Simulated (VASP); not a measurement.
# SnSe2 (P-3m1) in VASP: notebook

One crystal, SnSe2, is run at these levels: r2SCAN+rVV10, PBE, LDA; tasks: relaxation of cell and atoms.

Program: VASP 6.6.1. These are calculated values, not measurements. Logs are shortened: lines on timing, memory, paths and dates and some standing lists are left out, and cuts for length are marked.

**1. Starting point**

The structure is trigonal, space group P-3m1 (No. 164). The conventional cell has a = 3.837 Å, b = 3.837 Å, c = 6.504 Å, α = 90.00°, β = 90.00°, γ = 120.00°. Around Sn (site symmetry -3m) lie 6 Se at 2.69 Å. Se (site symmetry 3m) has 3 Sn at 2.69 Å as nearest neighbours.

The cell is a database's computed one.

**2. Relaxation of cell and atoms, r2SCAN+rVV10**

The input, INCAR:

```
ALGO = Normal
BPARAM = 11.95
CPARAM = 0.0093
EDIFF = 1E-6
EDIFFG = -0.005
ENCUT = 600
IBRION = 2
ISIF = 3
ISMEAR = 0
IVDW_NL = 2
LASPH = T
LCHARG = F
LMIXTAU = T
LREAL = F
LUSE_VDW = T
LWAVE = F
METAGGA = R2SCAN
NELM = 80
NSW = 40
PREC = Accurate
SIGMA = 0.02
```

The input, KPOINTS:

```
k-points
0
Gamma
  10 10 5
```

The input, POSCAR:

```
SnSe2
1.0
    3.8365703600      0.0000000000      0.0000000000
   -1.9182851800      3.3225674000      0.0000000000
    0.0000000000      0.0000000000      6.5039096400
Sn Se
1 2
Direct
    0.0000000000      0.0000000000      0.0000000000
    0.3333333300      0.6666666700      0.2346534700
    0.6666666700      0.3333333300      0.7653465300
```

Potentials or basis: VASP PAW PBE potentials, release 64 (Sn_d, Se).

On the command line:

```sh
> cat potpaw_PBE.64/Sn_d/POTCAR potpaw_PBE.64/Se/POTCAR > POTCAR
> mpirun -np 1 vasp_std > vasp.out
```

OUTCAR:

```text
BPARAM = 11.95
   EDIFF = 1E-6
   EDIFFG = -0.005
   ENCUT = 600
   IBRION = 2
   ISIF = 3
   ISMEAR = 0
   IVDW_NL = 2
   LASPH = T
   LREAL = F
   METAGGA = R2SCAN
   NELM = 80
   NSW = 40
   PREC = Accurate

 ion  position               nearest neighbor table
   1  0.000  0.000  0.000-   2 2.69   3 2.69   3 2.69   2 2.69   3 2.69   2 2.69
   2  0.333  0.667  0.235-   1 2.69   1 2.69   1 2.69
   3  0.667  0.333  0.765-   1 2.69   1 2.69   1 2.69

  LATTYP: Found a hexagonal cell.
 ALAT       =     3.8365703600
 C/A-ratio  =     1.6952405481

  Lattice vectors:

 A1 = (   3.8365703600,   0.0000000000,   0.0000000000)
 A2 = (  -1.9182851800,   3.3225674000,   0.0000000000)
 A3 = (   0.0000000000,   0.0000000000,   6.5039096400)

Analysis of symmetry for initial positions (statically):
=====================================================================
 Subroutine PRICEL returns:
 Original cell was already a primitive cell.

 Routine SETGRP: Setting up the symmetry group for a
 hexagonal supercell.

 Subroutine GETGRP returns: Found 12 space group operations
 (whereof 12 operations were pure point group operations)
 out of a pool of 24 trial point group operations.

The static configuration has the point symmetry D_3d.

Analysis of symmetry for dynamics (positions and initial velocities):
=====================================================================
 Subroutine PRICEL returns:
 Original cell was already a primitive cell.

 Routine SETGRP: Setting up the symmetry group for a
 hexagonal supercell.

 Subroutine GETGRP returns: Found 12 space group operations
 (whereof 12 operations were pure point group operations)
 out of a pool of 24 trial point group operations.

The dynamic configuration has the point symmetry D_3d.

 Subroutine INISYM returns: Found 12 space group operations
 (whereof 12 operations are pure point group operations),
 and found     1 'primitive' translations

----------------------------------------------------------------------------------------

                                     Primitive cell

  volume of cell :      82.9071

  direct lattice vectors                    reciprocal lattice vectors
     3.836570360  0.000000000  0.000000000     0.260649462  0.150486037  0.000000000
    -1.918285180  3.322567400  0.000000000     0.000000000  0.300972074  0.000000000
     0.000000000  0.000000000  6.503909640     0.000000000  0.000000000  0.153753674

  length of vectors
     3.836570360  3.836570364  6.503909640     0.300972074  0.300972074  0.153753674

  position of ions in fractional coordinates (direct lattice)
     0.000000000  0.000000000  0.000000000
     0.333333330  0.666666670  0.234653470
     0.666666670  0.333333330  0.765346530

  ion indices of the primitive-cell ions
   primitive index   ion index
                 1           1
                 2           2
                 3           3

----------------------------------------------------------------------------------------

 KPOINTS: k-points

Automatic generation of k-mesh.
 Grid dimensions read from file:
 generate k-points for:   10   10    5

 Generating k-lattice:

  Cartesian coordinates                     Fractional coordinates (reciprocal lattice)
     0.026064946  0.015048604  0.000000000     0.100000000  0.000000000  0.000000000
     0.000000000  0.030097207  0.000000000     0.000000000  0.100000000  0.000000000
     0.000000000  0.000000000  0.030750735     0.000000000  0.000000000  0.200000000

  Length of vectors
     0.030097207  0.030097207  0.030750735

  Shift w.r.t. Gamma in fractional coordinates (k-lattice)
     0.000000000  0.000000000  0.000000000

 Subroutine IBZKPT returns following result:
 ===========================================

 Found     58 irreducible k-points:

 Following reciprocal coordinates:
            Coordinates               Weight
  0.000000  0.000000  0.000000      1.000000
  0.100000  0.000000  0.000000      6.000000
  0.200000  0.000000  0.000000      6.000000
  0.300000  0.000000  0.000000      6.000000
[... 39 lines left out ...]
     AMIX_MAG =   1.60;   BMIX_MAG =  1.00
  volume/ion in A,a.u.               =      27.64       186.49
  Fermi-wavevector in a.u.,A,eV,Ry     =   1.112249  2.101846 16.831746  1.237098
  Thomas-Fermi vector in A             =   2.248821
   LORBIT       =      0    0 simple, 1 ext, 2 COOP (PROOUT), +10 PAW based schemes
   METAGGA = R2SCAN    functional components
   LHFCALC =     F    Hartree Fock is set to
   AEXX    =    0.0000 exact exchange contribution
   IVDW_NL    =     2    kernel type
   BPARAM     =11.9500
   IVDW    =     0    specifies the selected vdW correction
   LEPSILON=     F    determine dielectric tensor
   LRPA    =     F    only Hartree local field effects (RPA)
 conjugate gradient relaxation of ions
 non-spin polarized calculation
 Gauss-broadening in eV      SIGMA  =   0.02
  energy-cutoff  :      600.00
  volume of cell :       82.91
 maximum number of plane-waves:      2787
 NGX is ok and might be reduce to    32
   NGX = 15   NGY = 15   NGZ = 25

--------------------------------------- Ionic step        1  -------------------------------------------

 number of electron      25.9999998 magnetization

 Free energy of the ion-electron system (eV)
  ---------------------------------------------------
  ext. energy  EPLUGINS =         0.00000000
  ---------------------------------------------------
  free energy    TOTEN  =       -53.93903403 eV

  energy without entropy =      -53.93903403  energy(sigma->0) =      -53.93903403

------------------------ aborting loop because EDIFF is reached ----------------------------------------

  FORCE on cell =-STRESS in cart. coord.  units (eV):
  Direction    XX          YY          ZZ          XY          YZ          ZX
  --------------------------------------------------------------------------------------
  -------------------------------------------------------------------------------------
  Total        0.4037356      0.4037356      1.2140278      0.0000000     -0.0000000      0.0000000
  in kB        7.8021836      7.8021836     23.4610668      0.0000000     -0.0000000      0.0000000
  external PRESSURE =      13.0218113 kB  Pullay stress =       0.0000000 kB
[... 1058 lines left out ...]
      3     -18.2006      2.00000
      4     -18.1578      2.00000
      5     -18.1537      2.00000
      6      -8.9897      2.00000
[... 9 lines left out ...]
     16       9.6408      0.00000
     17       9.6422      0.00000

 [... further k-points ...]

[... ionic steps 4 to 16 ...]

--------------------------------------- Ionic step       17  -------------------------------------------

 number of electron      26.0000000 magnetization

------------------------ aborting loop because EDIFF is reached ----------------------------------------

  FORCE on cell =-STRESS in cart. coord.  units (eV):
  Direction    XX          YY          ZZ          XY          YZ          ZX
  --------------------------------------------------------------------------------------
  -------------------------------------------------------------------------------------
  Total       -0.0535497     -0.0535497      0.0063875      0.0000000      0.0000000      0.0000000
  in kB       -1.0812583     -1.0812583      0.1289738      0.0000000      0.0000000      0.0000000
  external PRESSURE =      -0.6778476 kB  Pullay stress =       0.0000000 kB
[... 59 lines left out ...]
  energy  without entropy=      -53.9803889881  energy(sigma->0) =      -53.98038899

--------------------------------------- Ionic step       19  -------------------------------------------

 number of electron      26.0000001 magnetization

 Free energy of the ion-electron system (eV)
  ---------------------------------------------------
  ext. energy  EPLUGINS =         0.00000000
  ---------------------------------------------------
  free energy    TOTEN  =       -53.98041571 eV

  energy without entropy =      -53.98041571  energy(sigma->0) =      -53.98041571

 E-fermi :   3.7502     XC(G=0):  -9.9564

 val. band max:        3.5763133526   @ k =   0.1000   0.1000   0.0000
 cond. band min:       4.5321591606   @ k =   0.5000   0.0000   0.4000
 fundamental gap:      0.9558458079
 Fermi energy:         3.7501816996

 k-point     1 :       0.0000    0.0000    0.0000
  band No.  band energies     occupation
      1     -18.2701      2.00000
      2     -18.2701      2.00000
      3     -18.2139      2.00000
      4     -18.2063      2.00000
      5     -18.2063      2.00000
      6     -10.6657      2.00000
[... 501 lines left out ...]
  FREE ENERGIE OF THE ION-ELECTRON SYSTEM (eV)
  ---------------------------------------------------
  free  energy   TOTEN  =       -53.9804157101 eV

  energy  without entropy=      -53.9804157101  energy(sigma->0) =      -53.98041571

 reached required accuracy - stopping structural energy minimisation
```

Wall time 1.6 h (1 thread of Intel Xeon Platinum 8375C at 2.90GHz (Ice Lake), shared host); peak memory 0.51 GiB.

What came out:

| Item | Value |
| --- | --- |
| Free energy | -53.9804 eV |
| Relaxed volume | 26.42 Å³/atom |
| Relaxed cell | a = 3.829 Å, b = 3.829 Å, c = 6.243 Å, α = 90.00°, β = 90.00°, γ = 120.00° |
| Space group after relaxing (to 0.05 Å) | P-3m1 (No. 164) |
| Energy gained by relaxing | 13.8 meV/atom |
| Ionic steps | 19 |
| Pressure after relaxing | 0.0 GPa |
| Largest force after relaxing | 0.004 eV/Å |
| Band gap on the k mesh | 0.96 eV, indirect (least direct gap 1.50 eV) |

Forces on the atoms (eV/Å):
```
Sn   0.000  0.000  0.000
Se   0.000  0.000  0.004
Se   0.000  0.000 -0.004
```

The path:
| step | energy change (eV) | largest force (eV/Å) | pressure (GPa) | volume (Å³) |
| --- | --- | --- | --- | --- |
| 1 | 0.0000 | 0.5697 | 1.30 | 82.91 |
| 2 | -0.0120 | 0.0978 | -1.71 | 85.63 |
| 3 | -0.0186 | 0.1434 | -0.64 | 84.59 |
| 4 | -0.0242 | 0.0969 | -0.30 | 83.69 |
| 5 | -0.0252 | 0.0682 | -0.09 | 83.16 |
| 6 | -0.0274 | 0.0838 | 0.00 | 82.76 |
| 7 | -0.0327 | 0.1312 | 0.30 | 81.56 |
| 8 | -0.0359 | 0.2272 | 1.03 | 79.15 |
| 9 | -0.0365 | 0.2157 | 0.98 | 79.11 |
| 10 | -0.0380 | 0.1831 | 0.83 | 78.98 |
| 11 | -0.0398 | 0.1183 | 0.55 | 78.71 |
| 12 | -0.0386 | 0.0073 | 0.04 | 78.17 |
| 13 | -0.0401 | 0.0772 | 0.38 | 78.53 |
| 14 | -0.0405 | 0.0652 | 0.31 | 78.66 |
| 15 | -0.0412 | 0.0285 | 0.08 | 79.07 |
| 16 | -0.0408 | 0.0444 | -0.34 | 79.87 |
| 17 | -0.0413 | 0.0036 | -0.07 | 79.35 |
| 18 | -0.0414 | 0.0036 | -0.05 | 79.33 |
| 19 | -0.0414 | 0.0043 | 0.01 | 79.27 |

Final structure:
```
Sn Se
1.0
     3.82928    0.00000    0.00000
    -1.91464    3.31625    0.00000
     0.00000    0.00000    6.24267
Sn Se
1 2
Cartesian
  0.0000 0.0000 0.0000
  0.0000 2.2108 1.5775
  1.9146 1.1054 4.6651
```

Levels at points of the mesh, in eV from the valence-band top:
| k point | band 9 | band 10 | band 11 | band 12 | band 13 | band 14 | band 15 | band 16 | band 17 |
| --- | --- | --- | --- | --- | --- | --- | --- | --- | --- |
| (0.00, 0.00, 0.00) | -0.58 | -0.58 | -0.30 | -0.30 | -0.11 | 1.40 | 3.55 | 5.05 | 5.05 |
| (0.50, 0.00, 0.00) | -4.40 | -2.92 | -2.53 | -1.22 | -0.27 | 1.39 | 4.23 | 5.77 | 5.81 |

Caveat: the PAW data sets were made with another functional, which shifts forces and pressure a little; spin-orbit coupling is left out, which moves the levels of the heavy elements; an odd mesh through Γ misses points on the zone boundary, where band edges often lie.

**3. Relaxation of cell and atoms, PBE**

The input, INCAR:

```
SYSTEM = SnSe2
ALGO = Normal
EDIFF = 1E-7
EDIFFG = -0.01
ENCUT = 600
GGA = PE
IBRION = 2
ISIF = 3
ISMEAR = 0
LASPH = .True.
LCHARG = .False.
LREAL = .False.
LWAVE = .False.
NELM = 80
NSW = 60
PREC = Accurate
SIGMA = 0.02
```

The input, KPOINTS:

```
k-points
0
Gamma
  10 10 5
  0 0 0
```

POSCAR is that of step 2.

Potentials or basis: VASP PAW PBE potentials, release 64 (Sn_d, Se).

On the command line:

```sh
> cat potpaw_PBE.64/Sn_d/POTCAR potpaw_PBE.64/Se/POTCAR > POTCAR
> mpirun -np 1 vasp_std > vasp.out
```

Run time: 7.8 min. Hardware: 1 thread of Intel Xeon 6975P-C (Granite Rapids), shared host; peak memory 0.31 GiB.

It converged, with:

```yaml
Free_energy: -11.8737 eV
Relaxed_volume: 30.21 Å³/atom
Relaxed_cell: a = 3.874 Å, b = 3.874 Å, c = 6.972 Å, α = 90.00°, β = 90.00°, γ = 120.00°
Space_group_after_relaxing_to_0.05_Å: P-3m1 (No. 164)
Energy_gained_by_relaxing: 24.9 meV/atom
Ionic_steps: 21
Pressure_after_relaxing: 0.0 GPa
Largest_force_after_relaxing: 0.004 eV/Å
Band_gap_on_the_k_mesh: 0.70 eV, indirect (least direct gap 1.07 eV)
```

Forces on the atoms (eV/Å):
```
Sn   0.000  0.000  0.000
Se   0.000  0.000  0.004
Se   0.000  0.000 -0.004
```

The path:
```csv
step,energy change (eV),largest force (eV/Å),pressure (GPa),volume (Å³)
1,0.0000,0.7756,3.91,82.91
2,-0.0306,0.4483,-2.60,91.27
3,-0.0706,0.0343,-0.16,87.49
4,-0.0706,0.0475,-0.09,87.40
5,-0.0723,0.0109,-0.01,87.20
6,-0.0727,0.0197,0.05,87.04
7,-0.0727,0.0182,0.05,87.04
8,-0.0728,0.0252,0.01,87.15
9,-0.0729,0.0461,-0.11,87.49
10,-0.0729,0.0455,-0.11,87.50
11,-0.0730,0.0439,-0.11,87.54
12,-0.0731,0.0405,-0.09,87.63
13,-0.0734,0.0335,-0.07,87.80
14,-0.0738,0.0194,-0.02,88.15
15,-0.0743,0.0101,0.09,88.85
16,-0.0739,0.0742,0.34,90.23
17,-0.0743,0.0354,0.19,89.35
18,-0.0744,0.0300,0.16,89.55
19,-0.0746,0.0141,0.06,90.17
20,-0.0745,0.0161,-0.12,91.41
21,-0.0746,0.0039,-0.01,90.62
```

Final structure:
```
Sn Se
1.0
     3.87409    0.00000    0.00000
    -1.93705    3.35506    0.00000
     0.00000    0.00000    6.97204
Sn Se
1 2
Direct
  0.00000 0.00000 0.00000
  0.33333 0.66667 0.22874
  0.66667 0.33333 0.77126
```

Levels at points of the mesh, in eV from the valence-band top:
```csv
k point,band 9,band 10,band 11,band 12,band 13,band 14,band 15,band 16,band 17
"(0.00, 0.00, 0.00)",-0.51,-0.47,-0.47,-0.12,-0.12,1.08,3.08,4.58,4.58
"(0.50, 0.00, 0.00)",-4.15,-2.38,-2.18,-0.79,-0.28,0.93,3.88,5.55,5.68
```

Caveat: spin-orbit coupling is left out, which moves the levels of the heavy elements; an odd mesh through Γ misses points on the zone boundary, where band edges often lie; this functional lacks dispersion, which binds the layers, so the pressure and a relaxed spacing across them are unreliable.

**4. Relaxation of cell and atoms, LDA**

The input, INCAR:

```
PREC = Accurate
ENCUT = 300
EDIFF = 1E-6
ISMEAR = 0
SIGMA = 0.02
LREAL = False
LASPH = True
NELM = 80
ALGO = Normal
ISIF = 3
LWAVE = False
LCHARG = False
IBRION = 2
NSW = 60
EDIFFG = -0.01
```

The input, KPOINTS:

```
regular mesh
0
Gamma
  5 5 3
```

POSCAR is that of step 3.

Potentials or basis: VASP PAW LDA potentials, release 64 (Sn_d, Se).

On the command line:

```sh
> cat potpaw_LDA.64/Sn_d/POTCAR potpaw_LDA.64/Se/POTCAR > POTCAR
> mpirun -np 1 vasp_std > vasp.out
```

Wall time 31 s (1 thread of Intel Xeon 6975P-C (Granite Rapids), shared host); peak memory 0.14 GiB.

Results (log left out):

- Free energy: -13.7500 eV
- Relaxed volume: 24.89 Å³/atom
- Relaxed cell: a = 3.805 Å, b = 3.805 Å, c = 5.954 Å, α = 90.00°, β = 90.00°, γ = 120.00°
- Space group after relaxing (to 0.05 Å): P-3m1 (No. 164)
- Energy gained by relaxing: 24.4 meV/atom
- Ionic steps: 17
- Pressure after relaxing: 0.0 GPa
- Band gap on the k mesh: 0.40 eV, indirect (least direct gap 0.73 eV)

Step by step:
```
step  energy change (eV)  largest force (eV/Å)  pressure (GPa)  volume (Å³)
   1              0.0000                0.3947           -0.28        82.91
   2             -0.0174                0.1995           -0.49        82.32
   3             -0.0215                0.0581           -0.65        81.91
   4             -0.0261                0.1822            0.36        80.24
   5             -0.0262                0.1967            0.48        80.06
   6             -0.0301                0.1942            0.50        79.63
   7             -0.0413                0.1886            0.58        78.37
   8             -0.0591                0.1779            0.93        75.85
   9             -0.0479                0.1260            2.73        70.80
  10             -0.0631                0.2103            1.54        74.09
  11             -0.0714                0.0424            0.49        74.49
  12             -0.0725                0.0463           -0.08        74.71
  13             -0.0725                0.0413           -0.04        74.69
  14             -0.0728                0.0299           -0.04        74.69
  15             -0.0730                0.0159           -0.03        74.68
  16             -0.0731                0.0117           -0.03        74.67
  17             -0.0731                0.0014           -0.04        74.67
```

Final structure:
```xyz
3
Lattice="3.8055 0.0000 0.0000 -1.9027 3.2957 0.0000 0.0000 0.0000 5.9541" Properties=species:S:1:pos:R:3 pbc="T T T"
Sn    0.0000    0.0000    0.0000
Se    0.0000    2.1971    1.5703
Se    1.9027    1.0986    4.3838
```

Levels at points of the mesh, in eV from the valence-band top:
| k point | band 11 | band 12 | band 13 | band 14 | band 15 | band 16 |
| --- | --- | --- | --- | --- | --- | --- |
| (0.00, 0.00, 0.00) | -0.49 | -0.49 | 0.00 | 0.73 | 2.83 | 4.50 |

Caveat: spin-orbit coupling is left out, which moves the levels of the heavy elements; an odd mesh through Γ misses points on the zone boundary, where band edges often lie.

**5. Summary**

```csv
level,potentials or basis,k mesh,cutoff (eV),gap on the mesh (eV),pressure (GPa),relaxed volume (Å³/atom)
r2SCAN+rVV10,"VASP PAW PBE potentials, release 64 (Sn_d, Se)",10 × 10 × 5,600,0.96,0.0,26.42
PBE,"VASP PAW PBE potentials, release 64 (Sn_d, Se)",10 × 10 × 5,600,0.70,0.0,30.21
LDA,"VASP PAW LDA potentials, release 64 (Sn_d, Se)",5 × 5 × 3,300,0.40,0.0,24.89
```

Alike in all rows: task relaxation of cell and atoms; no spin polarisation; cell relaxed; smearing gaussian 0.02 eV.

Caveats: spin-orbit coupling is left out, which moves the levels of the heavy elements; an odd mesh through Γ misses points on the zone boundary, where band edges often lie; the PAW data sets were made with another functional, which shifts forces and pressure a little (some runs); this functional lacks dispersion, which binds the layers, so the pressure and a relaxed spacing across them are unreliable (some runs).

Total energies depend on the potentials used, so only differences within one code and one set of settings carry meaning.
